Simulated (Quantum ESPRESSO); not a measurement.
Runs of Quantum ESPRESSO 7.5 on BeS. It takes space group F-43m (No. 216, cubic). The conventional cell has a = 4.850 Å, b = 4.850 Å, c = 4.850 Å, α = 90.00°, β = 90.00°, γ = 90.00°. Around S (site symmetry -43m) lie 4 Be at 2.10 Å. Be (site symmetry -43m) has 4 S at 2.10 Å as nearest neighbours. 

| task | level | potentials or basis | k mesh | cutoff (eV) | symmetry | SCF threshold | form of the LDA correlation | gap on the mesh (eV) | pressure (GPa) | V0 of scaled cells (Å³/atom) | B0 (GPa) |
| --- | --- | --- | --- | --- | --- | --- | --- | --- | --- | --- | --- |
| equation of state | r2SCAN | SG15 PBE 1.2 | 7 × 7 × 7 | 952 | off | 1e-08 Ry | - | - | - | (c) | 98 |
| band structure | LDA | GBRV 1.5 LDA | 9 × 9 × 9 | 612 | - | 4e-10 Ry | PZ81 | 2.99 | -3.2 | - | - |
| equation of state | PBEsol | GBRV 1.5 PBEsol | 9 × 9 × 9 | 612 | - | 4e-10 Ry | - | - | - | (a) | 97 |
| band structure | r2SCAN | SG15 PBE 1.2 | 7 × 7 × 7 | 952 | off | 1e-08 Ry | - | 3.73 | 1.2 | - | - |
| band structure | PBEsol | GBRV 1.5 PBEsol | 9 × 9 × 9 | 612 | - | 4e-10 Ry | - | 3.03 | -0.7 | - | - |
| band structure | PBE | SSSP 1.3 efficiency PBE | 9 × 9 × 9 | 748 | - | 4e-10 Ry | - | 3.21 | (b) | - | - |
| equation of state | LDA | GBRV 1.5 LDA | 9 × 9 × 9 | 612 | - | 4e-10 Ry | PZ81 | - | - | 13.80 | 102 |

Alike in all rows: no spin polarisation; cell as given; smearing fermi-dirac 0.05 eV.

Question: Fill in the values left out.

Answer: (a) 14.17; (b) 1.6; (c) 14.44.

Caveats: the mesh misses the band edges, which the band path finds closer together (some runs); the potentials were made for another functional, which shifts forces and pressure (some runs).
